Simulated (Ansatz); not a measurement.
TiO: how the plane-wave cutoff moves the results

The calculation used Ansatz, DFT PBEsol, scalar-relativistic, plane waves, PAW.

```cif
data_structure
_symmetry_space_group_name_H-M 'P 1'
_symmetry_Int_Tables_number 1
_cell_length_a 4.9891
_cell_length_b 4.9891
_cell_length_c 2.8733
_cell_angle_alpha 90.000
_cell_angle_beta 90.000
_cell_angle_gamma 120.000
_cell_volume 61.94
loop_
_atom_site_label
_atom_site_type_symbol
_atom_site_fract_x
_atom_site_fract_y
_atom_site_fract_z
_atom_site_occupancy
Ti1 Ti 0.66667 0.33333 0.50000 1
Ti2 Ti 0.33333 0.66667 0.50000 1
Ti3 Ti 0.00000 0.00000 0.00000 1
O1 O 0.60556 0.60556 0.00000 1
O2 O 0.39444 0.00000 0.00000 1
O3 O 0.00000 0.39444 0.00000 1
```

The Γ-centred k-mesh is 12×12×12. The occupation rule is Gaussian smearing, 0.1 eV. The spin treatment is unpolarised. The valence charge of the PAW sets is Ti 12, O 6.

The atoms stay fixed while the plane-wave cutoff is varied. ΔE is the energy extrapolated to zero smearing, less that of the reference run (850 eV). The cell isn't necessarily relaxed at this level. Pressure is positive in compression and holds a correction for the finite cutoff (Pulay stress).

Times are rough; the reference took 120 s on 1 thread of Intel(R) Xeon(R) Processor @ 2.50GHz (Skylake/Cascade Lake), with other jobs on the host, peak memory 0.8 GiB.

Task: One run gave ΔE = 18.1 meV/atom and P = -5.74 GPa. Which plane-wave cutoff did it use, of 150, 200, 250, 300, 350, 380, 420, 460, 520, 600, 700?

Result: 380 eV. All runs:

```tsv
cutoff (eV)	ΔE (meV/atom)	P (GPa)	largest change of a force component (eV/Å)	plane waves at Γ	wall time (s)
150	21302	69.76	1.817	257	22
200	5573	-12.69	0.804	403	19
250	1470	-13.78	0.371	583	26
300	318	-5.18	0.057	735	31
350	54.9	-5.68	0.005	939	36
380	18.1	-5.74	0.001	1023	38
420	4.33	-5.76	0.000	1251	56
460	1.52	-5.75	0.001	1349	49
520	0.89	-5.76	0.001	1691	55
600	0.53	-5.77	0.000	2051	63
700	0.26	-5.77	0.000	2617	77
850	0.00	-5.77	0.000	3475	120
```

This form isn't the usual stable structure of the compound.